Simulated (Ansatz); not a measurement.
# Thickness series of a ZrC/MoSe2/Sc junction, part 3 of 5

How fast does the current through ZrC/MoSe2/Sc fall with each added layer? The lower electrode is ZrC rock salt(111), the upper one Sc hcp(0001); the barrier is MoSe2 3R layers (two layers in the relaxed core). In the first transport cell, after relaxation, the nearest pair of electrode and barrier is Zr–Se at 2.77 Å, along the normal, at the lower face and Sc–Se at 2.73 Å, along the normal, at the upper one. All share a net of side 3.3 Å, which strains the lower electrode by -0.9 %, the upper one by -0.6 % and the barrier by +0.0 %, against typed lattice constants near PBE's. The first steps treat the bulk electrodes alone.

Ansatz 0.2.0; PBE+D3(BJ) DFT, plane waves, PAW files (the session's first sound run).

So far. Step 4 (Relaxation): The largest force component on a free atom ends at 0.018 eV/Å. At one or more of this run's solves the program warned of density in the dipole ramp over its bound, where dipole, forces and levels can be off.

### 5. The open system: T(E)

This step: PBE DFT, plane waves, PAW files; ballistic transmission by layer matching between semi-infinite leads (Ansatz 0.2.0).

System of this step: ZrC/MoSe2/Sc. The cell holds 32 atoms: 8 Zr, 7 C, 4 Se, 2 Mo and 11 Sc. Cell: a = 3.300 Å, b = 3.300 Å, c = 72.982 Å, α = 90.0°, β = 90.0°, γ = 120.0°. Regions: left electrode, 15 atoms (8 Zr and 7 C); barrier, 6 atoms (4 Se and 2 Mo); right electrode, 11 atoms (11 Sc). Vacuum lies along c.

The relaxed core is set between ideal electrode layers (this cell holds 6 atomic planes between the electrodes; where that differs from the relaxed slab, whole periods were copied in or cut out without a new relaxation), which the solver continues as semi-infinite leads. A wide energy window on a coarse mesh (12×12) shows where the Fermi level lies against the barrier's bands; the projected density of states shows how far the metals' states reach in.

Contents of input.yaml:

```yaml
crystal:
  lattice:
    - [3.3, 0.0, 0.0]
    - [-1.65, 2.8578838325, 0.0]
    - [0.0, 0.0, 72.9815647372]
  atoms:
    - { symbol: Zr, position: [0.33333333, 0.66666667, 0.095914633] }
    - { symbol: C, position: [0.66666667, 0.33333333, 0.1144151939] }
    - { symbol: Zr, position: [0.0, 0.0, 0.1329157548] }
    - { symbol: C, position: [0.33333333, 0.66666667, 0.1514163156] }
    - { symbol: Zr, position: [0.66666667, 0.33333333, 0.1699168765] }
    - { symbol: C, position: [0.0, 0.0, 0.1884174374] }
    - { symbol: Zr, position: [0.33333333, 0.66666667, 0.2069179982] }
    - { symbol: C, position: [0.66666667, 0.33333333, 0.2254185591] }
    - { symbol: Zr, position: [0.0, 0.0, 0.2439191199] }
    - { symbol: C, position: [0.33333333, 0.66666667, 0.2624196808] }
    - { symbol: Zr, position: [0.66666667, 0.33333333, 0.2809202417] }
    - { symbol: C, position: [0.0, 0.0, 0.2994208025] }
    - { symbol: Zr, position: [0.33333333, 0.66666667, 0.3179213634] }
    - { symbol: C, position: [0.66666667, 0.33333333, 0.3364219243] }
    - { symbol: Zr, position: [0.0, 0.0, 0.3499657621] }
    - { symbol: Se, position: [0.0, 0.0, 0.3878573302] }
    - { symbol: Mo, position: [0.66666667, 0.33333333, 0.4109620622] }
    - { symbol: Se, position: [0.0, 0.0, 0.4338055306] }
    - { symbol: Se, position: [0.66666667, 0.33333333, 0.4741808907] }
    - { symbol: Mo, position: [0.33333333, 0.66666667, 0.4969515714] }
    - { symbol: Se, position: [0.66666667, 0.33333333, 0.5201819961] }
    - { symbol: Sc, position: [0.66666667, 0.33333333, 0.557557807] }
    - { symbol: Sc, position: [0.0, 0.0, 0.5917668062] }
    - { symbol: Sc, position: [0.66666667, 0.33333333, 0.6264688685] }
    - { symbol: Sc, position: [0.0, 0.0, 0.6611709308] }
    - { symbol: Sc, position: [0.66666667, 0.33333333, 0.6958729931] }
    - { symbol: Sc, position: [0.0, 0.0, 0.7305750554] }
    - { symbol: Sc, position: [0.66666667, 0.33333333, 0.7652771177] }
    - { symbol: Sc, position: [0.0, 0.0, 0.79997918] }
    - { symbol: Sc, position: [0.66666667, 0.33333333, 0.8346812424] }
    - { symbol: Sc, position: [0.0, 0.0, 0.8693833047] }
    - { symbol: Sc, position: [0.66666667, 0.33333333, 0.904085367] }
kpoints:
  mp_grid: { grid: [12, 12, 1] }
scf:
  occupations: { method: fermi_dirac, width: 0.1 }
  max_iter: 150
hamiltonian:
  xc: pbe
output:
  transmission:
    kmesh: [12, 12]
    e_range: [-4, 2]
    de: 0.1
    leads: [[6, 8], [26, 28]]
  dos: { projected: true, e_range: [-6, 5], de: 0.05 }
  write_potential: true
  write_density: true
  volumetric_format: npy
  elf: true
```

Command:

```sh
$ ansatz run input.yaml --threads 4 --pin off --max-ram 10240MiB --backend cpu --events-out ev --progress --plain --runs-dir out
```

Numbers of over 12 decimals in the logs are rounded to 6 here.

The log of the run:

```text
[...]
Crystal: 32 atoms, lattice volume = 688.290 Å³
Basis set: ecut = 420 eV, 13659 PW (Γ)
Bands: 203, of which v1, the nominal top of the filled ones, is band 169 counted from 1 (168 counted from 0)
Symmetry: 6 space group operations
[...]
k-points: 19 of 144 (time reversal used)
[...]
SCF iter   1: F=—  HF=-90524.446082 eV  |F-HF|=—  |Δ(HF+E_count)|=         —  Δρ=1.72e-2  dr2=7.20e2  ethr=1.77e-3  ⟨swp⟩=8.5  Hψ=15585  notcnv=0
[...]
SCF iter  12: F=-90523.302896 eV  HF=-90523.302896 eV  |F-HF|=4.23e-8  |Δ(HF+E_count)|=   1.15e-8  Δρ=8.60e-7  dr2=4.86e-8  ethr=2.97e-11  ⟨swp⟩=7.9  Hψ=9489  notcnv=0
SCF 1 converged in 12 iterations: F = -90523.302896 eV  dr2 = 4.86e-8
[...]
transmission: 126 of 1235 steps passed
transmission: 248 of 1235 steps passed
[...]
transmission: 1235 of 1235 steps passed
WARN: The output density's exchange-correlation potential varies sharply where the density is thin. Do not read a vacuum level from v_tot or v_xc, or from such a field of the output density. On a cell that repeats whose density bears no net charge and no dipole along the vacuum's axis use v_es (v_loc + v_h of the components); under efield.dipole_correction with no amplitude use v_es + v_field, which holds any externa [...]
SCF converged after 12 iterations
Free energy (F): -90523.302896 eV
[...]
Internal energy: -90522.287211 eV  (E = F + TS)
E sigma→0 (E₀):  -90522.795053 eV
Entropy (-TS):   -1.015685 eV (-31.740 meV/atom)
Fermi energy:    9.888783 eV
[...]
--- Band table (eV; the first three rows and the last of 19) ---
  k-point 0: bands = [... 165 lower, 10.6530, 10.6989, 10.7208, 10.7208, 10.8533, 10.8725, 11.0976, 11.1126, ... 30 higher]
  k-point 1: bands = [... 165 lower, 10.4546, 10.5002, 10.5663, 10.6085, 10.7314, 10.7771, 10.8826, 10.8887, ... 30 higher]
  k-point 2: bands = [... 165 lower, 10.1045, 10.1263, 10.1603, 10.2360, 10.3302, 10.3808, 10.5783, 10.7710, ... 30 higher]
  k-point 18: bands = [... 165 lower, 9.4581, 9.4692, 9.5959, 9.6427, 9.6875, 9.8729, 9.8800, 9.9508, ... 30 higher]
--- Transmission ---
  basis      : 85 plane waves across, 65 finite elements along
  points     : 19, standing for a mesh of 12 x 12
  energies   : 61 from -4.000000 to 2.000000 eV about the Fermi level, 0.100000 eV apart; the leads are filled to 0.000000 eV, and channels, transmission and decay are at 0.000000 eV
  crystal 0  : Zr1C1, at the sites [6, 8], period 2.7004 Å, over 18.90 Å; its Hamiltonian steps by up to 6.5 meV
    offset         : up to 0.0000 Å between an atom of the period and one for which it stands
    channels       : 2.916667e-1 a spin
    conductance    : none, the energies end too early or step too widely for 300 K: set another output.transmission.e_range or a lower de, or, where they end at an eighth of basis.ecutwfc, a higher one
    slowest decay  : 0.0497 /Å at (0.1667, 0.0000)
  crystal 1  : Sc2, at the sites [26, 28], period 5.0652 Å, over 25.33 Å; its Hamiltonian steps by up to 6.0 meV
[...]
channels       : 1.500000e0 a spin
[...]
slowest decay  : 0.0922 /Å at (0.3333, 0.3333)
  junction   : crystal 0 to crystal 1, 17.66 to 50.22 Å
    transmission   : 1.077730e-2 a spin
[...]
```

Wall time 4 min (4 threads of Arm Neoverse V2, shared host); peak memory 4.8 GiB.

In the SCF lines HF is the Harris–Foulkes energy and dr2 the Hartree energy of the density residual, in eV; the loop may stop once dr2 is under the threshold and the program's other checks hold. Hψ counts applications of the Hamiltonian.

Numbers from this step:

```
free energy                                         : -90523.3029 eV
Fermi energy                                        : 9.889 eV
level to which the leads are filled                 : 0 eV from the Fermi level
transmission at the Fermi level (a spin, zone mean) : 0.01078
channels of the lower lead                          : 0.2917
channels of the upper lead                          : 1.5
potential step in the lower lead                    : 6.5 meV
potential step in the upper lead                    : 6 meV
```

One spin. The transmission, zone mean by energy, zero at the Fermi level:

energy (eV), transmission, zone mean and a bar:
```
    -4.00      0.049 ###########
    -3.70      0.087 ###################
    -3.60      0.087 ###################
    -3.40      0.056 #############
    -3.10      0.005 #
    -2.90      0.012 ###
    -2.60      0.008 ##
    -2.30      0.031 #######
    -2.00      0.017 ####
    -1.70      0.009 ##
    -1.50      0.071 ################
    -1.40      0.000 
    -1.10      0.000 
    -0.90      0.000 
    -0.60      0.000 
    -0.30      0.000 
     0.00      0.011 ##
     0.30      0.016 ####
     0.60      0.002 
     0.80      0.078 #################
     0.90      0.021 #####
     1.10      0.100 ######################
     1.40      0.135 ##############################
     1.60      0.074 #################
     1.70      0.013 ###
     2.00      0.091 ####################
```

One spin. Table of open channels, zone mean by energy, zero at the Fermi level:

```csv
energy (eV),lower lead,upper lead
-4.00,0.944,0.215
-3.70,0.944,0.257
-3.40,1.07,0.299
-3.10,0.903,0.382
-2.90,0.917,0.424
-2.60,1.46,0.507
-2.30,2.29,0.590
-2.00,2.04,0.632
-1.70,1.58,0.840
-1.40,1.42,0.812
-1.10,1.08,0.854
-0.90,0.917,0.667
-0.60,0.792,0.354
-0.30,0.458,1.15
0.00,0.292,1.5
0.30,0.5,0.694
0.60,0.542,0.528
0.90,0.792,0.701
1.10,0.938,1.01
1.40,1,1.22
1.70,1.21,1.15
2.00,1.29,0.993
```

Transmission over k1 and k2. At 0.0000 eV from the Fermi level; zeros and values more than six decades under the largest are shown at that floor.

log10 of the mean of each cell; the least values stand at a floor. Values, 12 rows by 12 columns:
```
-6.6 -2.1 -6.6 -6.6 -6.6 -6.6 -2.1 -6.6 -6.6 -6.6 -6.6 -6.6
-6.6 -6.6 -1.6 -6.6 -6.6 -6.6 -1.6 -6.6 -6.6 -6.6 -6.6 -6.6
-6.6 -6.6 -6.6 -0.6 -6.6 -6.6 -0.6 -6.6 -6.6 -6.6 -6.6 -6.6
-6.6 -6.6 -6.6 -6.6 -6.6 -6.6 -6.6 -6.6 -6.6 -6.6 -6.6 -6.6
-6.6 -6.6 -6.6 -6.6 -6.6 -6.6 -6.6 -6.6 -6.6 -6.6 -6.6 -6.6
-6.6 -2.1 -1.6 -0.6 -6.6 -6.6 -6.6 -6.6 -6.6 -0.6 -1.6 -2.1
-6.6 -6.6 -6.6 -6.6 -6.6 -6.6 -6.6 -6.6 -6.6 -6.6 -6.6 -6.6
-6.6 -6.6 -6.6 -6.6 -6.6 -6.6 -6.6 -6.6 -6.6 -6.6 -6.6 -6.6
-6.6 -6.6 -6.6 -6.6 -6.6 -6.6 -0.6 -6.6 -6.6 -0.6 -6.6 -6.6
-6.6 -6.6 -6.6 -6.6 -6.6 -6.6 -1.6 -6.6 -6.6 -6.6 -1.6 -6.6
-6.6 -6.6 -6.6 -6.6 -6.6 -6.6 -2.1 -6.6 -6.6 -6.6 -6.6 -2.1
-6.6 -6.6 -6.6 -6.6 -6.6 -6.6 -6.6 -6.6 -6.6 -6.6 -6.6 -6.6
```
Columns: k1 (b1) from -0.5 to 0.417; rows upwards: k2 (b2) from -0.5 to 0.417.

Open channels of the lower lead over k1 and k2. At 0.0000 eV from the Fermi level.

Values, 12 rows by 12 columns:
```
0.00 2.00 0.00 0.00 0.00 0.00 2.00 0.00 0.00 0.00 0.00 0.00
0.00 0.00 1.00 0.00 0.00 0.00 1.00 0.00 0.00 0.00 0.00 0.00
0.00 0.00 0.00 1.00 0.00 0.00 1.00 0.00 0.00 0.00 0.00 0.00
0.00 0.00 0.00 0.00 0.00 0.00 0.00 0.00 0.00 0.00 0.00 0.00
0.00 0.00 0.00 0.00 0.00 2.00 2.00 0.00 0.00 0.00 0.00 0.00
1.00 2.00 1.00 1.00 0.00 2.00 3.00 2.00 0.00 1.00 1.00 2.00
0.00 0.00 0.00 0.00 0.00 0.00 2.00 2.00 0.00 0.00 0.00 0.00
0.00 0.00 0.00 0.00 0.00 0.00 0.00 0.00 0.00 0.00 0.00 0.00
0.00 0.00 0.00 0.00 0.00 0.00 1.00 0.00 0.00 1.00 0.00 0.00
0.00 0.00 0.00 0.00 0.00 0.00 1.00 0.00 0.00 0.00 1.00 0.00
0.00 0.00 0.00 0.00 0.00 0.00 2.00 0.00 0.00 0.00 0.00 2.00
1.00 0.00 0.00 0.00 0.00 0.00 1.00 0.00 0.00 0.00 0.00 0.00
```
Columns: k1 (b1) from -0.5 to 0.417; rows upwards: k2 (b2) from -0.5 to 0.417.

Open channels of the upper lead over k1 and k2. At 0.0000 eV from the Fermi level.

Values, 12 rows by 12 columns:
```
2.00 2.00 2.00 2.00 2.00 2.00 2.00 2.00 2.00 2.00 2.00 2.00
2.00 2.00 1.00 1.00 1.00 1.00 1.00 2.00 2.00 2.00 0.00 2.00
2.00 2.00 1.00 1.00 2.00 2.00 1.00 1.00 2.00 2.00 2.00 2.00
2.00 2.00 1.00 2.00 0.00 0.00 0.00 2.00 1.00 2.00 2.00 2.00
2.00 2.00 1.00 2.00 0.00 0.00 0.00 0.00 2.00 1.00 2.00 2.00
2.00 2.00 1.00 1.00 0.00 0.00 0.00 0.00 0.00 1.00 1.00 2.00
2.00 2.00 2.00 1.00 2.00 0.00 0.00 0.00 0.00 2.00 1.00 2.00
2.00 2.00 2.00 2.00 1.00 2.00 0.00 0.00 0.00 2.00 1.00 2.00
2.00 2.00 2.00 2.00 2.00 1.00 1.00 2.00 2.00 1.00 1.00 2.00
2.00 2.00 0.00 2.00 2.00 2.00 1.00 1.00 1.00 1.00 1.00 2.00
2.00 2.00 2.00 2.00 2.00 2.00 2.00 2.00 2.00 2.00 2.00 2.00
2.00 2.00 2.00 2.00 2.00 2.00 2.00 2.00 2.00 2.00 2.00 2.00
```
Columns: k1 (b1) from -0.5 to 0.417; rows upwards: k2 (b2) from -0.5 to 0.417.

Projected DOS an atom over height of the atomic layer and energy from the Fermi level. Layers: Zr C Zr C Zr C Zr C Zr C Zr C Zr C Zr Se Mo Se Se Mo Se Sc Sc Sc Sc Sc Sc Sc Sc Sc Sc Sc; projections on atoms miss part of the total, and the computed bands can run out at the top of the range; a column is the mean of 2 neighbouring layers, the last of those left over.

Values in states/eV, 22 rows by 16 columns, each cell a mean:
```
0.45 0.24 0.28 0.25 0.23 0.19 0.23 0.61 1.37 1.11 1.46 2.07 2.31 2.27 2.30 2.32
0.28 0.17 0.19 0.26 0.26 0.23 0.36 0.79 1.53 1.78 1.19 1.05 0.92 0.94 0.97 1.09
0.57 0.11 0.06 0.06 0.08 0.09 0.15 0.26 0.26 0.22 0.54 0.74 0.80 0.81 0.84 1.74
1.54 0.32 0.22 0.20 0.21 0.21 0.33 0.73 0.47 0.59 1.35 1.53 1.64 1.68 1.59 1.95
1.34 0.35 0.25 0.23 0.23 0.27 0.36 1.14 0.43 0.29 0.98 1.77 1.59 1.57 1.67 2.09
0.60 0.24 0.20 0.20 0.18 0.13 0.10 0.15 0.03 0.06 0.52 1.24 1.47 1.48 1.41 1.12
0.16 0.27 0.24 0.24 0.31 0.24 0.11 0.05 0.09 0.13 0.59 1.20 1.11 1.09 1.15 1.02
0.18 0.32 0.33 0.33 0.38 0.30 0.15 0.10 0.32 0.31 0.48 0.97 0.93 0.92 0.92 1.01
0.38 0.54 0.64 0.74 0.57 0.64 0.29 0.26 0.92 0.84 0.50 0.85 0.77 0.79 0.81 0.79
0.54 0.81 1.02 0.93 0.88 0.97 0.41 0.32 1.21 1.34 0.42 0.53 0.63 0.62 0.60 0.51
0.83 1.55 1.86 1.86 1.95 1.81 0.79 0.41 0.57 0.46 0.36 0.42 0.38 0.40 0.38 0.44
1.51 1.62 1.56 1.57 1.63 1.77 1.03 0.67 1.07 0.99 0.46 0.39 0.45 0.44 0.45 0.40
1.30 0.87 0.67 0.59 0.56 0.54 1.18 0.82 1.11 1.10 0.54 0.24 0.23 0.23 0.22 0.26
0.79 0.50 0.37 0.46 0.43 0.49 1.54 0.97 0.93 1.14 0.59 0.28 0.25 0.23 0.28 0.24
0.55 0.49 0.48 0.48 0.46 0.43 0.78 0.87 1.08 0.83 0.47 0.19 0.20 0.23 0.19 0.20
0.57 0.37 0.51 0.50 0.59 0.40 0.60 0.68 0.91 1.01 0.43 0.19 0.17 0.15 0.18 0.18
0.55 0.53 0.39 0.41 0.34 0.32 0.54 0.54 0.68 0.79 0.37 0.14 0.14 0.16 0.12 0.13
0.26 0.30 0.21 0.22 0.21 0.30 0.55 0.62 0.73 0.60 0.40 0.09 0.12 0.12 0.12 0.09
0.13 0.19 0.16 0.12 0.12 0.21 0.30 0.40 0.50 0.50 0.36 0.07 0.07 0.07 0.07 0.03
0.02 0.03 0.04 0.04 0.05 0.08 0.15 0.93 0.97 1.13 0.93 0.01 0.01 0.01 0.01 0.00
0.00 0.00 0.00 0.00 0.01 0.02 0.04 0.35 0.41 0.35 0.27 0.00 0.00 0.00 0.00 0.00
0.00 0.00 0.00 0.00 0.00 0.00 0.01 0.43 0.81 0.75 0.48 0.00 0.00 0.00 0.00 0.00
```
Columns: height of the atomic layer (Å) from 7.68 to 64.7 (not evenly spaced); rows upwards: energy from the Fermi level (eV) from -6 to 1.3.

ELF in the ca plane at fractional y = 0.333, with atoms of C and Zr and Mo and Se and Sc within 0.2 Å of it. It is the smooth field of the valence electrons, not physical close to the nuclei.

Ten even steps from '0' (0.04) to '9' (0.87), each cell a mean:
```
32442002688531001234552355325553104898875212
82122126877874210012223687632320028986676313
94012247822886410000114855842100039972376314
83012137854886310001123777732210038983476314
51232114788752100123432477423431016998886213
23552111466321001356763233246765202677763222
37752232121133101577876322367787400123421232
57852332111144202578876433467888500012211232
25752111243222101467775212257776301356642221
```
Columns run along c (16.0 Å, from fractional 0.29 to 0.51 of the cell), rows up along a (3.3 Å). Atoms in or near the plane, at fractional coordinates: C at (0.34, 0.67), Mo at (0.41, 0.67), Se at (0.47, 0.67).

Electrostatic potential energy in the ca plane at fractional y = 0.333, with atoms of C and Zr and Mo and Se and Sc within 0.2 Å of it. With pseudopotentials it is smooth inside the atoms' cores, unlike the true potential.

Ten even steps from '0' (-47 eV) to '9' (13 eV), each cell a mean:
```
78999989988888999999998644689999999876678888
37999999733799999999997200269999999767668999
16899999500499999999995000058999999678767999
16999999610599999999996100069999999667768999
58999999866899999999997421479999999866678999
89999888998888899999888877889899999987888888
99998777898777899998789999998789999999998767
99998767898767899987789999998779999999998767
99998878898877899998889888898889999999998878
```
Columns run along c (16.0 Å, from fractional 0.29 to 0.51 of the cell; values clipped at the 3rd and 97th percentile), rows up along a (3.3 Å). Atoms in or near the plane, at fractional coordinates: C at (0.34, 0.67), Mo at (0.41, 0.67), Se at (0.47, 0.67).

Valence density in the ca plane at fractional y = 0.333, with atoms of C and Zr and Mo and Se and Sc within 0.2 Å of it. It is the smooth field of the valence electrons, not physical close to the nuclei.

Values in e/Å³, 5 rows by 16 columns, each cell a mean:
```
 0  0  0  3  1  0  2  1  0  2  0  0  0  0  2  0
 0  0  1 18  1  0 14  6  1  6  1  0  0  0  6  1
 0  0  0  3  1  0  2  1  0  2  0  0  0  0  2  1
 0  0  0  0  0  0  0  0  0  0  0  0  0  0  0  0
 0  0  0  0  0  0  0  0  0  0  0  0  0  0  0  0
```
Columns run along c (16.0 Å, from fractional 0.43 to 0.65 of the cell), rows up along a (3.3 Å). Atoms in or near the plane, at fractional coordinates: Se at (0.47, 0.67), Se at (0.52, 0.67), Sc at (0.56, 0.67), Sc at (0.63, 0.67).

At the Fermi level the transmission is 0.011, as a zone mean for one spin on this coarse mesh. At the Fermi level the layers of this cell's barrier hold from 0.084 to 1.0 states an eV and atom: none is empty there, through tails of the electrodes' states or through bands of its own. In the worse lead the potential repeats within 6.5 meV, which the program lets pass.

(Part 3 of 5 ends here.)

[Logs are printed without paths, hosts, clocks, repeated set-up lines and the standing remarks that a program may print on its own settings, such as how far it seeks lower states.]

[Hosts, paths, dates, database ids (printed as entryN), source tags and the programs' standing remarks are cut or masked in the printed files.]
